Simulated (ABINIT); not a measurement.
# TiAl (Pm-3m) in ABINIT: reference runs

Aim: a first look at TiAl with PBE, on the cell as given and on a disturbed one.

Program: ABINIT 10.8.3 (patched build). These are calculated values, not measurements. Logs are shortened: lines on timing, memory, paths and dates and some standing lists are left out, and cuts for length are marked. The log counts tension as positive stress, the text compression.

**1. The structure**

Symmetry: Pm-3m, No. 221, cubic system. The conventional cell has a = 3.179 Å, b = 3.179 Å, c = 3.179 Å, α = 90.00°, β = 90.00°, γ = 90.00°. Around Ti (site symmetry m-3m) lie 8 Al at 2.75 Å. Around Al (site symmetry m-3m) lie 8 Ti at 2.75 Å.

The cell comes from a database or a generator and needn't be the stable form of this composition.

**2. Single point, PBE**

run.abi reads:

```
pp_dirpath "./"
pseudos "Ti.GGA_PBE-JTH.xml, Al.GGA_PBE-JTH.xml"

structure "poscar:POSCAR"
natom 2

ecut 15.0
pawecutdg 30.0

kptopt 1
ngkpt 8 8 8
nshiftk 1
shiftk 0.0 0.0 0.0

ixc 11

nband 12
occopt 3
tsmear 0.00183747

nstep 100
tolvrs 1.0e-9

iomode 3
prtwf 0
prtden 0
prteig 0
prtebands 0
```

POSCAR reads:

```
TiAl
1.0
    3.1790640000      0.0000000000      0.0000000000
    0.0000000000      3.1790640000      0.0000000000
    0.0000000000      0.0000000000      3.1790640000
Ti Al
1 1
Direct
    0.0000000000      0.0000000000      0.0000000000  Ti
    0.5000000000      0.5000000000      0.5000000000  Al
```

Potentials or basis: JTH PAW PBE v2.0.

On the command line:

```bash
> abinit run.abi > log 2>&1
```

run.abo:

```text
.Version 10.8.3 of ABINIT
 Symmetries : space group Pm -3 m (#221); Bravais cP (primitive cubic)
================================================================================
 Values of the parameters that define the memory need of the present run
     intxc =       0    ionmov =       0      iscf =      17    lmnmax =      18
     lnmax =       6     mgfft =      24  mpssoang =       3    mqgrid =    3001
     natom =       2  nloc_mem =       2    nspden =       1   nspinor =       1
    nsppol =       1      nsym =      48    n1xccc =       1    ntypat =       2
    occopt =       3   xclevel =       2
       mpw =         618          nfft =       13824          nkpt =          35
 PAW method is used; the additional fine FFT grid is defined by:
   mgfftf=        30    nfftf =     27000
================================================================================
================================================================================

--------------------------------------------------------------------------------
------------- Echo of variables that govern the present computation ------------
--------------------------------------------------------------------------------
 -outvars: echo values of preprocessed input variables --------
            acell      1.0000000000E+00  1.0000000000E+00  1.0000000000E+00 Bohr
              amu      4.78800000E+01  2.69815390E+01
             ecut      1.50000000E+01 Hartree
              ixc          11
         kptrlatt        8    0    0      0    8    0      0    0    8
          kptrlen      4.80604824E+01
            natom           2
            nband          12
            ngfft          24      24      24
          ngfftdg          30      30      30
             nkpt          35
            nstep         100
             nsym          48
           ntypat           2
           occopt           3
        pawecutdg      3.00000000E+01 Hartree
         pawxcdev           0
           prtden           0
        prtebands           0
           prteig           0
            prtwf           0
            rprim      6.0075602967E+00  0.0000000000E+00  0.0000000000E+00
                       0.0000000000E+00  6.0075602967E+00  0.0000000000E+00
                       0.0000000000E+00  0.0000000000E+00  6.0075602967E+00
          spgroup         221
           tolvrs      1.00000000E-09
           tsmear      1.83747000E-03 Hartree
            typat      1  2
           useylm           1
           xangst      0.0000000000E+00  0.0000000000E+00  0.0000000000E+00
                       1.5895320000E+00  1.5895320000E+00  1.5895320000E+00
            xcart      0.0000000000E+00  0.0000000000E+00  0.0000000000E+00
                       3.0037801484E+00  3.0037801484E+00  3.0037801484E+00
             xred      0.0000000000E+00  0.0000000000E+00  0.0000000000E+00
                       5.0000000000E-01  5.0000000000E-01  5.0000000000E-01
            znucl       22.00000   13.00000

================================================================================

 chkinp: Checking input parameters for consistency.

================================================================================
== DATASET  1 ==================================================================

--- !DatasetInfo
iteration_state: {dtset: 1, }
dimensions: {natom: 2, nkpt: 35, mband: 12, nsppol: 1, nspinor: 1, nspden: 1, mpw: 618, }
cutoff_energies: {ecut:  15.0, pawecutdg:  30.0, }
electrons: {nelect:   1.50000000E+01, charge:   0.00000000E+00, occopt:   3.00000000E+00, tsmear:   1.83747000E-03, }
meta: {optdriver: 0, ionmov: 0, optcell: 0, iscf: 17, paral_kgb: 0, }
...

 Exchange-correlation functional for the present dataset will be:
  GGA: Perdew-Burke-Ernzerhof functional - ixc=11
  J.P.Perdew, K.Burke, M.Ernzerhof, PRL 77, 3865 (1996)

 Real(R)+Recip(G) space primitive vectors, cartesian coordinates (Bohr,Bohr^-1):
 R(1)=  6.0075603  0.0000000  0.0000000  G(1)=  0.1664569  0.0000000  0.0000000
 R(2)=  0.0000000  6.0075603  0.0000000  G(2)=  0.0000000  0.1664569  0.0000000
 R(3)=  0.0000000  0.0000000  6.0075603  G(3)=  0.0000000  0.0000000  0.1664569
 Unit cell volume ucvol=  2.1681754E+02 bohr^3
 Angles (23,13,12)=  9.00000000E+01  9.00000000E+01  9.00000000E+01 degrees

 Coarse grid specifications (used for wave-functions):

 getcut: wavevector=  0.0000  0.0000  0.0000  ngfft=  24  24  24
         ecut(hartree)=     15.000   => boxcut(ratio)=   2.29141

 getcut : COMMENT -
  Note that boxcut > 2.2 ; recall that boxcut=Gcut(box)/Gcut(sphere) = 2
  is sufficient for exact treatment of convolution.
  Such a large boxcut is a waste : you could raise ecut
  e.g. ecut=   19.689558 Hartrees makes boxcut=2

 Fine grid specifications (used for densities):

 getcut: wavevector=  0.0000  0.0000  0.0000  ngfft=  30  30  30
         ecut(hartree)=     30.000   => boxcut(ratio)=   2.02534

--- Pseudopotential description ------------------------------------------------
- pspini: atom type   1  psp file is ./Ti.GGA_PBE-JTH.xml
 Pseudopotential format is: paw10
 basis_size (lnmax)=  6 (lmn_size= 18), orbitals=   0   0   1   1   2   2
 Spheres core radius: rc_sph= 2.30802695
 Shapefunction is BESSEL type: shapef(r,l)=aa(1,l)*jl(q(1,l)*r)+aa(2,l)*jl(q(2,l)*r)
 Radius for shape functions =  2.01037111
 Compensation charge density is not taken into account in XC energy/potential

- pspini: atom type   2  psp file is ./Al.GGA_PBE-JTH.xml
 Pseudopotential format is: paw10
 basis_size (lnmax)=  4 (lmn_size=  8), orbitals=   0   0   1   1
 Spheres core radius: rc_sph= 1.90363307
 Shapefunction is SIN type: shapef(r)=[sin(pi*r/rshp)/(pi*r/rshp)]**2
 Radius for shape functions =  1.60786206
 Compensation charge density is not taken into account in XC energy/potential

   3.27651119E+02                                ecore*ucvol(ha*bohr**3)
--------------------------------------------------------------------------------

[... 7 lines left out ...]

     iter   Etot(hartree)      deltaE(h)  residm     nres2
 ETOT  1  -59.787232331575    -5.979E+01 5.762E+00 5.098E+00
 ETOT  2  -60.776190331079    -9.890E-01 4.726E-02 4.590E-01
 ETOT  3  -60.774987334329     1.203E-03 4.050E-02 9.793E-02
 ETOT  4  -60.774912256838     7.508E-05 5.024E-02 4.774E-02
 ETOT  5  -60.774620267377     2.920E-04 4.179E-03 5.420E-04
 ETOT  6  -60.774627766178    -7.499E-06 3.100E-03 4.100E-05
 ETOT  7  -60.774627508628     2.575E-07 6.838E-04 6.121E-06
 ETOT  8  -60.774627466472     4.216E-08 6.558E-04 2.310E-07
 ETOT  9  -60.774627465054     1.418E-09 1.489E-04 5.602E-08
 ETOT 10  -60.774627464628     4.265E-10 2.740E-04 1.312E-09
 ETOT 11  -60.774627464618     9.528E-12 7.516E-05 2.249E-10

 At SCF step   11       nres2   =  2.25E-10 < tolvrs=  1.00E-09 =>converged.

 Cartesian components of stress tensor (hartree/bohr^3)
  sigma(1 1)= -3.38930180E-05  sigma(3 2)=  0.00000000E+00
  sigma(2 2)= -3.38930180E-05  sigma(3 1)=  0.00000000E+00
  sigma(3 3)= -3.38930180E-05  sigma(2 1)=  0.00000000E+00

--- !ResultsGS
iteration_state: {dtset: 1, }
comment   : Summary of ground state results
lattice_vectors:
- [  6.0075603,   0.0000000,   0.0000000, ]
- [  0.0000000,   6.0075603,   0.0000000, ]
- [  0.0000000,   0.0000000,   6.0075603, ]
lattice_lengths: [   6.00756,    6.00756,    6.00756, ]
lattice_angles: [ 90.000,  90.000,  90.000, ] # degrees, (23, 13, 12)
lattice_volume:   2.1681754E+02
convergence: {deltae:  9.528E-12, res2:  2.249E-10, residm:  7.516E-05, diffor: null, }
etotal    :  -6.07746275E+01
entropy   :   0.00000000E+00
fermie    :   3.24892347E-01
cartesian_stress_tensor: # hartree/bohr^3
- [ -3.38930180E-05,   0.00000000E+00,   0.00000000E+00, ]
- [  0.00000000E+00,  -3.38930180E-05,   0.00000000E+00, ]
- [  0.00000000E+00,   0.00000000E+00,  -3.38930180E-05, ]
pressure_GPa:   9.9717E-01
xred      :
- [  0.0000E+00,   0.0000E+00,   0.0000E+00, Ti]
- [  5.0000E-01,   5.0000E-01,   5.0000E-01, Al]
cartesian_forces: # hartree/bohr
- [ -0.00000000E+00,  -0.00000000E+00,  -0.00000000E+00, ]
[... 5 lines left out ...]
 ------------------------------------------------
 Atom  Sphere_radius  Integrated_density
    1        2.30803         10.19113437
    2        1.90363          0.80930176

================================================================================

 ----iterations are completed or convergence reached----

 Mean square residual over all n,k,spin=   42.241E-08; max=  75.162E-06
 reduced coordinates (array xred) for    2 atoms
       0.000000000000      0.000000000000      0.000000000000
       0.500000000000      0.500000000000      0.500000000000
 rms dE/dt=  0.0000E+00; max dE/dt=  0.0000E+00; dE/dt below (all hartree)
    1       0.000000000000      0.000000000000      0.000000000000
    2       0.000000000000      0.000000000000      0.000000000000

 cartesian coordinates (angstrom) at end:
    1      0.00000000000000     0.00000000000000     0.00000000000000
    2      1.58953200000000     1.58953200000000     1.58953200000000

 cartesian forces (hartree/bohr) at end:
[... 6 lines left out ...]
    2     -0.00000000000000    -0.00000000000000    -0.00000000000000
 frms,max,avg= 0.0000000E+00 0.0000000E+00   0.000E+00  0.000E+00  0.000E+00 e/A
 length scales=  1.000000000000  1.000000000000  1.000000000000 bohr
              =  0.529177210544  0.529177210544  0.529177210544 angstroms
 Fermi (or HOMO) energy (hartree) =   0.32489   Average Vxc (hartree)=  -0.39224
 Eigenvalues (hartree) for nkpt=  35  k points:
 kpt#   1, nband= 12, wtk=  0.00195, kpt=  0.0000  0.0000  0.0000 (reduced coord)
  -1.76532   -0.89095   -0.89095   -0.89095   -0.01637    0.27179    0.27179    0.39138
   0.39138    0.39138    0.48691    0.48691
      occupation numbers for kpt#   1
   2.00000    2.00000    2.00000    2.00000    2.00000    2.00000    2.00000    0.00000
   0.00000    0.00000    0.00000    0.00000
 prteigrs : prtvol=0 or 1, do not print more k-points.

--- !EnergyTerms
iteration_state     : {dtset: 1, }
comment             : Components of total free energy in Hartree
kinetic             :  8.62417220735530E+00
hartree             :  1.51852741034845E+01
xc                  : -4.32502658546262E+00
Ewald energy        : -4.09355778309905E+01
psp_core            :  1.51118362952121E+00
local_psp           : -4.13007433758674E+01
PAW spherical_terms :  4.66933105423873E-01
internal            : -6.07737847465357E+01
'-kT*entropy'       : -8.39640478620825E-04
total_energy        : -6.07746243870143E+01
total_energy_eV     : -1.65376177814946E+03
...

--- !EnergyTermsDC
iteration_state     : {dtset: 1, }
comment             : '"Double-counting" decomposition of free energy'
band_energy         : -7.41099210636112E+00
Ewald energy        : -4.09355778309905E+01
psp_core            :  1.51118362952121E+00
xc_dc               : -1.47741046233141E+01
PAW spherical_terms :  8.35703107005063E-01
internal            : -6.07737878241395E+01
'-kT*entropy'       : -8.39640478620825E-04
total_energy_dc     : -6.07746274646181E+01
total_energy_dc_eV  : -1.65376186189533E+03
...

--- !EnergyTermsWithPAWCore
iteration_state     : {dtset: 1, }
comment             : 'Components of total free energy, including PAW core contributions'
Total energy        : -1.09665182430792E+03
Total energy DC     : -1.09665182738552E+03
Total energy (eV)   : -2.98414163686025E+04
Total energy DC (eV): -2.98414164523484E+04
...

 Cartesian components of stress tensor (hartree/bohr^3)
  sigma(1 1)= -3.38930180E-05  sigma(3 2)=  0.00000000E+00
  sigma(2 2)= -3.38930180E-05  sigma(3 1)=  0.00000000E+00
  sigma(3 3)= -3.38930180E-05  sigma(2 1)=  0.00000000E+00

-Cartesian components of stress tensor (GPa)         [Pressure=  9.9717E-01 GPa]
- sigma(1 1)= -9.97167016E-01  sigma(3 2)=  0.00000000E+00
- sigma(2 2)= -9.97167016E-01  sigma(3 1)=  0.00000000E+00
- sigma(3 3)= -9.97167016E-01  sigma(2 1)=  0.00000000E+00

== END DATASET(S) ==============================================================
================================================================================

 -outvars: echo values of variables after computation  --------
            acell      1.0000000000E+00  1.0000000000E+00  1.0000000000E+00 Bohr
           etotal     -6.0774627465E+01
            fcart     -0.0000000000E+00 -0.0000000000E+00 -0.0000000000E+00
                      -0.0000000000E+00 -0.0000000000E+00 -0.0000000000E+00
            rprim      6.0075602967E+00  0.0000000000E+00  0.0000000000E+00
                       0.0000000000E+00  6.0075602967E+00  0.0000000000E+00
                       0.0000000000E+00  0.0000000000E+00  6.0075602967E+00
           strten     -3.3893017988E-05 -3.3893017988E-05 -3.3893017988E-05
                       0.0000000000E+00  0.0000000000E+00  0.0000000000E+00
           xangst      0.0000000000E+00  0.0000000000E+00  0.0000000000E+00
                       1.5895320000E+00  1.5895320000E+00  1.5895320000E+00
             xred      0.0000000000E+00  0.0000000000E+00  0.0000000000E+00
                       5.0000000000E-01  5.0000000000E-01  5.0000000000E-01
 Calculation completed.
```

It took 12 s on 1 thread of Intel Xeon at 2.70GHz, shared host; peak memory 0.1 GiB.

What came out:

```yaml
Free_energy: -1653.7619 eV
Pressure: 1.0 GPa
Band_gap_on_the_k_mesh: none (metal or under the smearing width)
Valence_electrons_inside_the_program's_atomic_spheres: Ti 10.19; Al 0.81
```

**3. Single point, PBE (atoms moved at random, drawn with an rms of 0.05 Å)**

run.abi reads:

```
pp_dirpath "./"
pseudos "Ti.GGA_PBE-JTH.xml, Al.GGA_PBE-JTH.xml"

acell 3*1.0
rprim
     6.0075602927     0.0000000000     0.0000000000
     0.0000000000     6.0075602927     0.0000000000
     0.0000000000     0.0000000000     6.0075602927
ntypat 2
znucl 22 13
natom 2
typat 1 2
xred
    -0.0011440000     0.0075800000     0.0017040000
     0.5093050000     0.5064700000     0.5006210000
chkprim 0
chksymtnons 0
tolsym 1.0e-6

ecut 15.0
pawecutdg 30.0

kptopt 1
ngkpt 8 8 8
nshiftk 1
shiftk 0.0 0.0 0.0

ixc 11

nband 12
occopt 3
tsmear 0.05 eV

nstep 100
tolvrs 1.0e-9

iomode 3
prtwf 0
prtden 0
prteig 0
prtebands 0
enunit 2
```

Potentials or basis: JTH PAW PBE v2.0.

On the command line:

```bash
> abinit run.abi > log 2>&1
```

It took 54 s on 1 thread of Intel Xeon at 2.70GHz, shared host; peak memory 0.16 GiB.

The run converged. Its results:

```yaml
Free_energy: -1653.7582 eV
Pressure: 1.0 GPa
Largest_force: 0.214 eV/Å
Band_gap_on_the_k_mesh: none (metal or under the smearing width)
Valence_electrons_inside_the_program's_atomic_spheres: Ti 10.20; Al 0.79
```

Forces in eV/Å, atoms in the order of the input:
```
Ti   0.211 -0.024 -0.022
Al  -0.211  0.024  0.022
```

Levels at points of the mesh, in eV from the Fermi level:
```
           k point  band 4  band 5  band 6  band 7  band 8  band 9  band 10  band 11
(0.00, 0.00, 0.00)  -33.08   -9.29   -1.45   -1.45    1.81    1.81     1.81     4.41
(0.50, 0.00, 0.00)  -33.07   -6.04   -5.20   -0.56    0.15    0.15     2.01     2.99
(0.00, 0.50, 0.00)  -33.07   -6.04   -5.20   -0.56    0.15    0.15     2.01     2.99
(0.50, 0.50, 0.00)  -33.05   -5.02   -2.11   -2.11   -1.47    0.71     0.71     2.73
(0.00, 0.00, 0.50)  -33.07   -6.04   -5.20   -0.56    0.15    0.15     2.01     2.99
(0.50, 0.00, 0.50)  -33.05   -5.02   -2.11   -2.11   -1.47    0.71     0.71     2.73
(0.00, 0.50, 0.50)  -33.05   -5.02   -2.11   -2.11   -1.47    0.72     0.72     2.73
(0.50, 0.50, 0.50)  -33.21   -3.10   -3.10   -3.10    0.62    2.80     2.80     2.92
```
